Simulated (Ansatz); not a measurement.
The system is CdSe (Cadmoselite).

```xyz
4
Lattice="4.3000 0.0000 0.0000 -2.1500 3.7239 0.0000 0.0000 0.0000 7.0200" Properties=species:S:1:pos:R:3 pbc="T T T"
Cd    2.1500    1.2413    3.5100
Cd    0.0000    2.4826    0.0000
Se    2.1500    1.2413    6.2127
Se    0.0000    2.4826    2.7027
```

* Program: Ansatz 0.2.0
* Task: relaxation of cell and atoms
* Functional: r2SCAN50
* Potentials or basis: Ansatz PAW
* Cutoff: 500 eV (not typed: the program's choice for these potentials)
* k mesh: 4 × 4 × 2
* Occupations: fermi-dirac, width 0.05 eV
* Spin: no spin polarisation

At the start: volume 28.10 Å³/atom.

Task: Where does the relaxation end?

Result: It ends after 4 steps and the volume is 28.28 Å³/atom (+0.6 %); space group P6_3mc (No. 186, to 0.05 Å).

Step by step:
```
step  energy change (eV)  largest force (eV/Å)  volume (Å³)
   1              0.0000                0.2829       112.41
   2             -0.0196                0.0180       113.15
   3             -0.0202                0.0021       113.14
   4             -0.0212                0.0021       113.14
```

Final structure:
```yaml
crystal:
  lattice:
    - [4.31760, 0.00000, 0.00000]
    - [-2.15880, 3.73915, 0.00000]
    - [0.00000, 0.00000, 7.00796]
  atoms:
    - { symbol: Cd, position: [0.66667, 0.33333, 0.50411] }
    - { symbol: Cd, position: [0.33333, 0.66667, 0.00411] }
    - { symbol: Se, position: [0.66667, 0.33333, 0.88089] }
    - { symbol: Se, position: [0.33333, 0.66667, 0.38089] }
```

Caveat: the k mesh is coarse (spacing up to 0.45 Å⁻¹), so the values aren't converged, least of all with exact exchange; the plane-wave basis is chosen anew once the cell has moved, so the energies of steps on either side of that aren't comparable; the PAW data sets come from PBE, with cores solved anew for the run's functional, which leaves a small shift of forces and pressure.
